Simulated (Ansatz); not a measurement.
Level of theory: Ansatz 0.2.0, DFT PBE, scalar-relativistic, plane waves, PAW. Settings: cutoff 420 eV, Γ-centred meshes spaced at most about 0.3 Å⁻¹ (2π included), Gaussian smearing. No spin polarisation in the final relaxations.

These are static total energies at zero pressure.

Two relaxed structures of C:

1. Space group I4/mmm (No. 139), tetragonal, a = 4.379 Å, c = 2.510 Å. Around C lie 4 C at 1.52–1.58 Å.

2. Space group Imma (No. 74), orthorhombic, a = 2.547 Å, b = 4.940 Å, c = 4.204 Å. C is surrounded by 4 C at 1.50–1.61 Å.

**Question.** Which would you expect to be lower, and how large is the difference?

**Answer.** Cell 1 is lower, by 165 meV/atom. Cell 1 has space group I4/mmm (No. 139), 6.0 Å³/atom and a gap of 2.73 eV on its mesh; cell 2 has space group Imma (No. 74), 6.6 Å³/atom and a gap of 2.72 eV. The denser one is the lower, and pressure would at first widen the difference. Both come from invented guesses. The part of the Crystallography Open Database at hand lists C in space groups No. 58, 69, 71, 141, 166 and others; no cell shown has one of them.

Kohn–Sham gaps at this level usually fall short of measured ones. Cells relaxed within their symmetry can be saddle points.
